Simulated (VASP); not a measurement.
# Si2Mo (I4/mmm) in VASP: settings compared

The runs below take Si2Mo through relaxation of cell and atoms, single point, with revPBE+D4, HSEsol+D3(BJ).

Program: VASP 6.6.1. These are calculated values, not measurements. Logs are shortened: lines on timing, memory, paths and dates and some standing lists are left out, and cuts for length are marked.

## 1. The crystal as given

The structure is tetragonal, space group I4/mmm (No. 139). The conventional cell has a = 3.200 Å, b = 3.200 Å, c = 7.861 Å, α = 90.00°, β = 90.00°, γ = 90.00°. Mo (site symmetry 4/mmm) has 10 Si at 2.62 Å as nearest neighbours. Si (site symmetry 4mm) is surrounded by 5 Si at 2.61 to 2.63 Å and 5 Mo at 2.62 Å.

## 2. Relaxation of cell and atoms, revPBE+D4 (volume scaled by 0.92)

run.py

```python
from ase import Atoms
from ase.calculators.vasp import Vasp

atoms = Atoms(
    ['Mo', 'Si', 'Si'],
    cell=[[-1.556142122, 1.556142122, 3.8227603815], [1.556142122, -1.556142122, 3.8227603815], [1.556142122, 1.556142122, -3.8227603815]],
    scaled_positions=[[0.0, 0.0, 0.0], [0.667, 0.667, 0.0], [0.333, 0.333, 0.0]],
    pbc=True,
)
calc = Vasp(
    directory='calc',
    xc='revpbe',
    pp='PBE',
    setups='recommended',
    prec='Accurate',
    encut=600,
    ediff=1e-07,
    ismear=-1,
    sigma=0.05,
    lreal=False,
    lasph=True,
    nelm=100,
    algo='Normal',
    isif=3,
    lwave=False,
    lcharg=False,
    ivdw=13,
    ibrion=2,
    nsw=60,
    ediffg=-0.01,
    kpts=[6, 6, 6],
    gamma=True,
)
atoms.calc = calc

print('energy (eV):', atoms.get_potential_energy())
print('free energy (eV):', atoms.get_potential_energy(force_consistent=True))
print('forces (eV/A):')
print(atoms.get_forces())
print('stress (eV/A^3, Voigt):', atoms.get_stress())
print('Fermi level (eV):', calc.get_fermi_level())
print('cell (A, degrees):', atoms.cell.cellpar())
print('volume (A^3):', atoms.get_volume())
print('scaled positions:')
print(atoms.get_scaled_positions())
```

Potentials or basis: VASP PAW PBE potentials, release 64 (Mo_sv, Si).

The run is started by

```console
$ python run.py
```

What it wrote:

```text
energy (eV): -25.21524808
free energy (eV): -25.2155657
forces (eV/A):
[[ 0.          0.          0.        ]
 [-0.         -0.         -0.00827007]
 [-0.         -0.          0.00827007]]
stress (eV/A^3, Voigt): [ 7.32804889e-04  7.32804889e-04 -7.25342815e-05 -0.00000000e+00
 -0.00000000e+00 -0.00000000e+00]
Fermi level (eV): 12.80900761
cell (A, degrees): [  4.48477737   4.48477737   4.48477737 138.63761326 138.63761326
  59.92785427]
volume (A^3): 38.98819957247959
scaled positions:
[[0.00000000e+00 0.00000000e+00 0.00000000e+00]
 [6.65802185e-01 6.65802185e-01 9.58239805e-17]
 [3.34197815e-01 3.34197815e-01 5.02459212e-17]]
```

OUTCAR:

```text
ENCUT = 600.000000
   EDIFF = 1.00e-07
   EDIFFG = -1.00e-02
   GGA = RE
   PREC = Accurate
   IBRION = 2
   ISIF = 3
   ISMEAR = -1
   NELM = 100
   NSW = 60
   IVDW = 13
   LASPH = .TRUE.
   LREAL = .FALSE.

 ion  position               nearest neighbor table
   1  0.000  0.000  0.000-   2 2.54   2 2.54   3 2.54   2 2.54   3 2.54   3 2.54   2 2.54   3 2.54
                             2 2.55   3 2.55
   2  0.667  0.667  0.000-   3 2.54   3 2.54   3 2.54   3 2.54   1 2.54   1 2.54   1 2.54   1 2.54
                             1 2.55   3 2.55
   3  0.333  0.333  0.000-   2 2.54   2 2.54   2 2.54   2 2.54   1 2.54   1 2.54   1 2.54   1 2.54
                             1 2.55   2 2.55

  LATTYP: Found a body centered tetragonal cell.
 ALAT       =     3.1122842440
 C/A-ratio  =     2.4565625000

  Lattice vectors:

 A1 = (  -1.5561421220,   1.5561421220,   3.8227603815)
 A2 = (   1.5561421220,  -1.5561421220,   3.8227603815)
 A3 = (   1.5561421220,   1.5561421220,  -3.8227603815)

Analysis of symmetry for initial positions (statically):
=====================================================================
 Subroutine PRICEL returns:
 Original cell was already a primitive cell.

 Routine SETGRP: Setting up the symmetry group for a
 body centered tetragonal supercell.

 Subroutine GETGRP returns: Found 16 space group operations
 (whereof 16 operations were pure point group operations)
 out of a pool of 16 trial point group operations.

The static configuration has the point symmetry D_4h.

Analysis of symmetry for dynamics (positions and initial velocities):
=====================================================================
 Subroutine PRICEL returns:
 Original cell was already a primitive cell.

 Routine SETGRP: Setting up the symmetry group for a
 body centered tetragonal supercell.

 Subroutine GETGRP returns: Found 16 space group operations
 (whereof 16 operations were pure point group operations)
 out of a pool of 16 trial point group operations.

The dynamic configuration has the point symmetry D_4h.

 Subroutine INISYM returns: Found 16 space group operations
 (whereof 16 operations are pure point group operations),
 and found     1 'primitive' translations

----------------------------------------------------------------------------------------

                                     Primitive cell

  volume of cell :      37.0285

  direct lattice vectors                    reciprocal lattice vectors
    -1.556142122  1.556142122  3.822760382     0.000000000  0.321307413  0.130795538
     1.556142122 -1.556142122  3.822760382     0.321307413  0.000000000  0.130795538
     1.556142122  1.556142122 -3.822760382     0.321307413  0.321307413  0.000000000

  length of vectors
     4.410969683  4.410969683  4.410969683     0.346909104  0.346909104  0.454397302

  position of ions in fractional coordinates (direct lattice)
     0.000000000  0.000000000  0.000000000
     0.667000000  0.667000000  0.000000000
     0.333000000  0.333000000  0.000000000

  ion indices of the primitive-cell ions
   primitive index   ion index
                 1           1
                 2           2
                 3           3

----------------------------------------------------------------------------------------

 KPOINTS: KPOINTS created by Atomic Simulation Env

Automatic generation of k-mesh.
 Grid dimensions read from file:
 generate k-points for:    6    6    6

 Generating k-lattice:

  Cartesian coordinates                     Fractional coordinates (reciprocal lattice)
     0.000000000  0.053551236  0.021799256     0.166666667 -0.000000000  0.000000000
     0.053551236  0.000000000  0.021799256    -0.000000000  0.166666667  0.000000000
     0.053551236  0.053551236  0.000000000     0.000000000  0.000000000  0.166666667

  Length of vectors
     0.057818184  0.057818184  0.075732884

  Shift w.r.t. Gamma in fractional coordinates (k-lattice)
     0.000000000  0.000000000  0.000000000

 Subroutine IBZKPT returns following result:
 ===========================================

 Found     30 irreducible k-points:

 Following reciprocal coordinates:
            Coordinates               Weight
  0.000000  0.000000  0.000000      1.000000
  0.166667  0.000000 -0.000000      8.000000
  0.333333 -0.000000  0.000000      8.000000
  0.500000  0.000000  0.000000      4.000000
  0.166667  0.166667  0.000000      8.000000
  0.333333  0.166667  0.000000     16.000000
[... 16 lines left out ...]
 -0.333333 -0.333333  0.166667      8.000000
 -0.166667 -0.333333  0.166667      8.000000
 [... further k-points ...]
   k-points           NKPTS =     30   k-points in BZ     NKDIM =     30   number of bands    NBANDS=     15
   number of dos      NEDOS =    301   number of ions     NIONS =      3
   total plane-waves  NPLWV =  46656
   dimension x,y,z NGX =    36 NGY =   36 NGZ =   36
   dimension x,y,z NGXF=    72 NGYF=   72 NGZF=   72
   ions per type =               1   2
   NGX,Y,Z   is equivalent  to a cutoff of  13.57, 13.57, 13.57 a.u.
   NGXF,Y,Z  is equivalent  to a cutoff of  27.14, 27.14, 27.14 a.u.
 SYSTEM =  unknown system
   PREC   = accura    normal or accurate (medium, high low for compatibility)
   ISTART =      0    job   : 0-new  1-cont  2-samecut
   ICHARG =      2    charge: 1-file 2-atom 10-const
   ISPIN  =      1    spin polarized calculation?
   LNONCOLLINEAR =      F non collinear calculations
   LSORBIT =      F    spin-orbit coupling
   LASPH  =      T    aspherical Exc in radial PAW
   ENCUT  =  600.0 eV  44.10 Ry    6.64 a.u.   8.81  8.81  8.81*2*pi/ulx,y,z
   NELM   =    100;   NELMIN=  2; NELMDL= -5     # of ELM steps
   EDIFF  = 0.1E-06   stopping-criterion for ELM
   LREAL  =      F    real-space projection
   EDIFFG = -.1E-01   stopping-criterion for IOM
   NSW    =     60    number of steps for IOM
   IBRION =      2    ionic relax: 0-MD 1-quasi-New 2-CG
   NFREE  =      1    steps in history (QN), initial steepest desc. (CG)
   ISIF   =      3    stress and relaxation
   ISYM   =      2    0-nonsym 1-usesym 2-fastsym
   POTIM  = 0.5000    time-step for ionic-motion
   TEBEG  =    0.0;   TEEND  =   0.0 temperature during run
   PSTRESS=    0.0 pullay stress
   NELECT =      22.0000    total number of electrons
   NUPDOWN=      -1.0000    fix difference up-down
   EMIN   =  10.00;   EMAX   =-10.00  energy-range for DOS
   EFERMI =   0.00;   METHOD = LEGACY
   ISMEAR =    -1;   SIGMA  =   0.05  broadening in eV -4-tet -1-fermi 0-gaus
   EFERMI_NEDOS =   21; number of points for ismear=-14 and -15
   IALGO  =     38    algorithm
   IMIX   =      4    mixing-type and parameters
     AMIX     =   0.40;   BMIX     =  1.00
     AMIX_MAG =   1.60;   BMIX_MAG =  1.00
  volume/ion in A,a.u.               =      12.34        83.29
  Fermi-wavevector in a.u.,A,eV,Ry     =   1.376271  2.600775 25.771081  1.894121
  Thomas-Fermi vector in A             =   2.501531
   LORBIT       =      0    0 simple, 1 ext, 2 COOP (PROOUT), +10 PAW based schemes
   GGA     = RE    functional components
   LHFCALC =     F    Hartree Fock is set to
   AEXX    =    0.0000 exact exchange contribution
   IVDW    =    13    specifies the selected vdW correction
   LEPSILON=     F    determine dielectric tensor
   LRPA    =     F    only Hartree local field effects (RPA)
 conjugate gradient relaxation of ions
 non-spin polarized calculation
  energy-cutoff  :      600.00
  volume of cell :       37.03
 maximum number of plane-waves:      1259
   NGX = 17   NGY = 17   NGZ = 17

--------------------------------------- Ionic step        1  -------------------------------------------

 number of electron      22.0000001 magnetization

 Free energy of the ion-electron system (eV)
  ---------------------------------------------------
  ext. energy  EPLUGINS =         0.00000000
  ---------------------------------------------------
  free energy    TOTEN  =       -22.04043585 eV

  energy without entropy =      -22.04006816  energy(sigma->0) =      -22.04025200

------------------------ aborting loop because EDIFF is reached ----------------------------------------

  DFT-D4 for vdW energy calculation

  Edisp (eV):   -3.09857

  FORCE on cell =-STRESS in cart. coord.  units (eV):
  Direction    XX          YY          ZZ          XY          YZ          ZX
  --------------------------------------------------------------------------------------
  -------------------------------------------------------------------------------------
  Total       2.90929     2.90929     3.22792     0.00000    -0.00000     0.00000
  in kB     125.88140   125.88140   139.66830     0.00000    -0.00000     0.00000
  external pressure =      130.48 kB  Pullay stress =        0.00 kB
[... 309 lines left out ...]
  energy  without entropy=      -25.2148712163  energy(sigma->0) =      -25.21519483

--------------------------------------- Ionic step        9  -------------------------------------------

 number of electron      22.0000000 magnetization

 Free energy of the ion-electron system (eV)
  ---------------------------------------------------
  ext. energy  EPLUGINS =         0.00000000
  ---------------------------------------------------
  free energy    TOTEN  =       -22.26768924 eV

  energy without entropy =      -22.26705400  energy(sigma->0) =      -22.26737162

 E-fermi :  12.8090     XC(G=0): -12.5568

 val. band max:       12.6429967236   @ k =   0.5000   0.5000   0.3333
 cond. band min:      13.0103824154   @ k =  -0.3333   0.5000   0.3333
 fundamental gap:      0.3673856917
 Fermi energy:        12.8090076085

 k-point     1 :       0.0000    0.0000    0.0000
  band No.  band energies     occupation
      1     -47.8913      2.00000
      2     -22.0714      2.00000
      3     -21.9682      2.00000
      4     -21.9682      2.00000
      5      -0.8788      2.00000
      6       6.2263      2.00000
      7       9.4317      2.00000
      8       9.6169      2.00000
      9      10.0808      2.00000
     10      10.0808      2.00000
     11      13.1966      0.00086
     12      16.1573      0.00000
     13      16.4664      0.00000
     14      16.4664      0.00000
     15      18.0758      0.00000
[... 397 lines left out ...]
 k-point    24 :      -0.1667   -0.3333    0.1667
  band No.  band energies     occupation
      1     -47.8857      2.00000
      2     -22.0770      2.00000
      3     -22.0418      2.00000
      4     -21.9621      2.00000
      5       0.1925      2.00000
      6       4.7444      2.00000
      7       8.5456      2.00000
      8      10.0214      2.00000
      9      10.5176      2.00000
     10      10.7823      2.00000
     11      12.2016      1.99999
     12      14.0981      0.00000
     13      15.5616      0.00000
     14      15.5673      0.00000
     15      17.2162      0.00000

 [... further k-points ...]

------------------------ aborting loop because EDIFF is reached ----------------------------------------

  DFT-D4 for vdW energy calculation

  Edisp (eV):   -2.94788

  FORCE on cell =-STRESS in cart. coord.  units (eV):
  Direction    XX          YY          ZZ          XY          YZ          ZX
  --------------------------------------------------------------------------------------
  -------------------------------------------------------------------------------------
  Total      -0.02857    -0.02857     0.00283     0.00000     0.00000     0.00000
  in kB      -1.17408    -1.17408     0.11621     0.00000     0.00000     0.00000
  external pressure =       -0.74 kB  Pullay stress =        0.00 kB
[... 18 lines left out ...]
  FREE ENERGIE OF THE ION-ELECTRON SYSTEM (eV)
  ---------------------------------------------------
  free  energy   TOTEN  =       -25.2155657018 eV

  energy  without entropy=      -25.2149304621  energy(sigma->0) =      -25.21524808

 reached required accuracy - stopping structural energy minimisation
```

INCAR:

```text
ENCUT = 600.000000
SIGMA = 0.050000
EDIFF = 1.00e-07
EDIFFG = -1.00e-02
ALGO = Normal
GGA = RE
PREC = Accurate
IBRION = 2
ISIF = 3
ISMEAR = -1
NELM = 100
NSW = 60
IVDW = 13
LASPH = .TRUE.
LCHARG = .FALSE.
LWAVE = .FALSE.
LREAL = .FALSE.
```

Wall time 2.7 min (1 thread of Intel Xeon Platinum 8488C (Sapphire Rapids), shared host); peak memory 0.21 GiB.

These settings aren't checked as converged (typed here: k = 6 × 6 × 6): the numbers below hold their error.

What came out:

* Free energy: -25.2156 eV
* Relaxed volume: 13.00 Å³/atom
* Relaxed cell: a = 4.485 Å, b = 4.485 Å, c = 4.485 Å, α = 138.64°, β = 138.64°, γ = 59.93°
* Space group after relaxing (to 0.05 Å): I4/mmm (No. 139)
* Energy gained by relaxing: 25.5 meV/atom
* Ionic steps: 9
* Pressure after relaxing: -0.1 GPa
* Largest force after relaxing: 0.008 eV/Å
* Band gap on the k mesh: none (metal or under the smearing width)
* Dispersion energy per atom: -0.983 eV

Caveat: the k mesh is coarse (spacing up to 0.48 Å⁻¹), so the values aren't converged; the PAW data sets were made with another functional, which shifts forces and pressure a little; pairwise dispersion overbinds metals, which lowers pressure and volume.

## 3. Single point, HSEsol+D3(BJ)

POSCAR

```
Si2Mo
1.0
   -1.6000000000      1.6000000000      3.9305000000
    1.6000000000     -1.6000000000      3.9305000000
    1.6000000000      1.6000000000     -3.9305000000
Mo Si
1 2
Direct
    0.0000000000      0.0000000000      0.0000000000
    0.6670000000      0.6670000000      0.0000000000
    0.3330000000      0.3330000000      0.0000000000
```

INCAR.step1

```
ALGO = Normal ; EDIFF = 1E-5
ENCUT = 520 ; GGA = PE
ISIF = 2 ; ISMEAR = 0
LASPH = T ; LCHARG = F
LREAL = F ; LWAVE = T
NELM = 100 ; PREC = Accurate
SIGMA = 0.1
```

INCAR.step2

```
ALGO = Normal ; EDIFF = 1E-7
ENCUT = 520 ; GGA = PS
HFSCREEN = 0.2 ; ISIF = 2
ISMEAR = 0 ; ISTART = 1
IVDW = 12 ; LASPH = T
LCHARG = F ; LHFCALC = T
LREAL = F ; LWAVE = F
NELM = 100 ; PREC = Accurate
PRECFOCK = Fast ; SIGMA = 0.1
VDW_A1 = 0.465 ; VDW_A2 = 6.2003
VDW_S6 = 1.0 ; VDW_S8 = 2.9215
```

KPOINTS

```
k-points
0
Gamma
  3 3 3
```

Potentials or basis: VASP PAW PBE potentials, release 64 (Mo_sv, Si).

The run is started by

```console
$ cat potpaw_PBE.64/Mo_sv/POTCAR potpaw_PBE.64/Si/POTCAR > POTCAR
$ cp INCAR.step1 INCAR
$ mpirun -np 1 vasp_std > vasp.out
$ cp INCAR.step2 INCAR
$ mpirun -np 1 vasp_std > vasp.out
```

It took 3 min on 1 thread of Intel Xeon Platinum 8488C (Sapphire Rapids), shared host; peak memory 0.3 GiB.

These settings aren't checked as converged: the numbers below hold their error.

Results:

* Free energy: -29.4820 eV
* Pressure: -11.3 GPa
* Largest force: 0.624 eV/Å
* Band gap on the k mesh: 0.53 eV, indirect (least direct gap 0.71 eV)
* Dispersion energy per atom: -0.484 eV

Caveat: the k mesh is coarse (spacing up to 0.93 Å⁻¹), so the values aren't converged, least of all with exact exchange; the PAW data sets were made with another functional, which shifts forces and pressure a little; an odd mesh through Γ misses points on the zone boundary, where band edges often lie.

## 4. For comparison

An earlier run on the cell as given: functional PBEsol; potentials or basis VASP PAW PBE potentials, release 64 (Mo_sv, Si); cutoff 520 eV; k mesh 12 × 12 × 12; occupations fermi-dirac, width 0.05 eV; no spin polarisation.

* Pressure: -2.4 GPa
* Largest force: 0.322 eV/Å
* Band gap on the k mesh: none (metal or under the smearing width)
